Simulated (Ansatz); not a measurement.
## Vibrations of MgTe (F-43m) by finite displacements

```yaml
crystal:
  lattice:
    - [0.00000, 3.18520, 3.18520]
    - [3.18520, 0.00000, 3.18520]
    - [3.18520, 3.18520, 0.00000]
  atoms:
    - { symbol: Mg, position: [0.00000, 0.00000, 0.00000] }
    - { symbol: Te, position: [0.25000, 0.25000, 0.25000] }
```

The conventional cell has a = 6.370 Å, b = 6.370 Å, c = 6.370 Å, α = 90.00°, β = 90.00°, γ = 90.00°. Mg (atom 1) has 4 Te at 2.76 Å as nearest neighbours. Around Te (atom 2) lie 4 Mg at 2.76 Å.

Level of theory, where no other is named: LDA, all-electron LAPW in Ansatz 0.2.0, scalar-relativistic. k mesh 6×6×6, fixed occupations, basis error target 1 meV/atom. The cell was relaxed by PAW under this functional, which moved its volume by -4 % from the database entry's. The structure is one entry of a database and needn't be the stable phase.

Atoms are displaced by 0.01 Å in the smallest supercells that hold the wave vectors of a 2×2×2 mesh. Negative values stand for unstable modes. The zone centre has no LO-TO term.

(1) What are the phonon energies at the solved wave vectors, in cm⁻¹?

(2) Is the structure dynamically stable at these wave vectors?

(3) How do the optical zone-centre modes decompose, and which are active?

(4) How well do frozen-core PAW files reproduce these all-electron values?

(5) The cell is scaled evenly to 63.338 and 65.923 Å³ (from 64.631), with free atoms relaxed and the shape held. What are the mode Grüneisen parameters γ = −d ln ω/d ln V?

(6) Linear response on PAW files adds the field. What are the dielectric tensor, the Born charges and the LO shift?

Answers

(1) 

| q | point | modes (cm⁻¹) |
| --- | --- | --- |
| 0.000 0.000 0.000 | Gamma | 244.7 (×3) |
| 0.500 0.000 0.000 | L | 36.3 (×2), 116.7, 241.4 (×2), 274.2 |
| 0.500 0.500 0.000 | X | 50.7 (×2), 120.5, 234.6 (×2), 286.2 |

(2) Yes, no mode is unstable there; wave vectors off this mesh aren't tested.

(3) Point group -43m: Γ_opt = T2.

```json
{"label": "T2", "cm⁻¹": "244.7", "activity": "IR and Raman", "mostly": "Mg (84 %)"}
```

(4) With a cutoff of 420 eV and displacements of 0.0025 Å, the r.m.s. difference over the modes is 0.1 cm⁻¹; the largest difference is 274.0 (PAW) against 274.2 cm⁻¹ (LAPW).

(5) For the highest mode, 292.2 cm⁻¹ in the small cell and 280.4 in the large one give γ ≈ 1.03. From the change of the dynamical matrix on each mode:

```
point   cm⁻¹      γ
Gamma  244.7   1.50
    L   36.3  -2.91
    L  116.7   0.79
    L  241.4   1.67
    L  274.2   1.22
    X   50.7  -2.97
    X  120.5   1.20
    X  234.6   1.91
    X  286.2   1.03
```

Weighted by the modes' heat capacities at 300 K, the mean on this mesh is -0.03; it moves with the q mesh, and a coarse one overweights the zone boundary. Rows under −0.05 (2 here) are modes that soften under compression and pull towards negative thermal expansion.

(6) ε∞ = (5.65, 5.65, 5.65) along x, y, z with local fields. Born charges (xx, yy, zz): Mg1 (1.89, 1.89, 1.89); Te2 (-1.89, -1.89, -1.89). The highest zone-centre mode lies at 244.6 cm⁻¹ without the macroscopic field and at 289.0 cm⁻¹ with it, for q along x. Lyddane-Sachs-Teller then gives ε₀ = ε∞ (ω_LO/ω_TO)² = 7.89. With the ions free to follow the field, the program's ε₀ is (7.89, 7.89, 7.89).

Known limits: this zinc-blende form is metastable at ambient conditions; the frozen-core PAW files of the compared runs were fitted under PBE, their cores solved anew for this functional; field response not resolved by the mesh; semilocal gaps are low, and ε∞ tends to come out large.
